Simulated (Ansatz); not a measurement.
## Stress against strain in Au

```
CELL_PARAMETERS angstrom
2.90000 0.00000 0.00000
-1.45000 2.51147 0.00000
0.00000 0.00000 4.88000
ATOMIC_POSITIONS crystal
Au 0.33333 0.66667 0.75000
Au 0.66667 0.33333 0.25000
```

Atoms are numbered in the order listed.

The cell is COD entry 1545302, as deposited and not checked against the literature; nothing was relaxed.

Spin–orbit coupling is left out, though it moves levels of the heavy atoms by tenths of an eV or more.

Method: DFT, PBE, all-electron LAPW, scalar-relativistic in Ansatz 0.2.0.

Settings: a Γ-centred 14×14×8 k mesh, Fermi–Dirac smearing of 0.03 eV, basis error target 0.5 meV/atom, no spin polarisation.

The strain is applied along the Cartesian axes of the cell as listed (the other components stay zero). Fractional coordinates are held (clamped ions).

σ is the change of stress from the unstrained cell, which is at 1.98 GPa; tension is positive, so slopes are stress–strain coefficients at that pressure. In a metal the k mesh adds noise.

Only quantities that a quadratic follows smoothly over the whole series are listed; rougher ones are left out.

```tsv
εxx = εyy	σzz (GPa)	σxx (GPa)
-0.0300	-8.75	-12.25
-0.0200	-5.91	-7.36
-0.0100	-2.87	-3.37
0.0000	0.00	0.00
0.0200	4.56	5.61
0.0300	6.46	7.85
```

(1) Fit the series and read off the stiffness at zero strain.

(2) One run, at εxx = εyy = 0.0100, is withheld. Predict its row.

Answers

(1) Least-squares fits y = p0 + p1 x + p2 x² to the rows give σzz (GPa): p1 = 256, p2 = -1200; σxx (GPa): p1 = 331, p2 = -2500. So C13 + C23 = 256 GPa and C11 + C12 = 331 GPa, for these axes.

(2) The fits give 2.31, 3.17; the run gave 2.47, 3.02.
